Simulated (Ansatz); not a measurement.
Reactions of C4H6O, SMILES `C=C(C)C=O`.

Calculated with Ansatz (gas phase, PBE0-D4/def2-TZVP geometries, no zero-point term in ΔE). CBS: MP2 limit from def2 TZ/QZ plus the TZ coupled-cluster correction, frozen cores. This one scheme is used for every species, atoms too. DFT in def2-TZVPP. B3LYP here is the variant with VWN-RPA as its local correlation; programs differ in this. Open shells (•) are unrestricted, without spin–orbit coupling. Spin–orbit coupling would lower the free atoms: a little for C, O. For Se outer-core shells are correlated without core-valence functions, so the limit isn't a true one: a few kJ/mol of doubt a bond, and 10 to 20 or more in all where bonds break to atoms. Scalar relativity is left out up to krypton. Each species was taken in one conformer, which may not be the lowest.

```json
{"reaction": "`C=C(C)C=O` → 4 C• + 6 H• + O•", "ωB97X-V (kJ/mol)": "4707", "B3LYP-D4 (kJ/mol)": "4718"}
{"reaction": "`C=C(C)C=O` → `CC#COC`", "ωB97X-V (kJ/mol)": "182", "B3LYP-D4 (kJ/mol)": "182"}
{"reaction": "`C=C(C)C=O` → `C=CCC=O`", "ωB97X-V (kJ/mol)": "30", "B3LYP-D4 (kJ/mol)": "34"}
{"reaction": "`C=C(C)C=O` + H₂Se → `C=C(C)[SeH]` + `C=O`", "ωB97X-V (kJ/mol)": "58", "B3LYP-D4 (kJ/mol)": "58"}
{"reaction": "`C=C(C)C=O` → `C=CC(C)=O`", "ωB97X-V (kJ/mol)": "-6", "B3LYP-D4 (kJ/mol)": "-4"}
```

Task: Give the CCSD(T)/CBS values in the same order. (Best estimate.)

Result: The calculation gave: 4702, 183, 30, 53, -6 kJ/mol.

Largest T1 diagnostic: 0.015, for `C=O`.
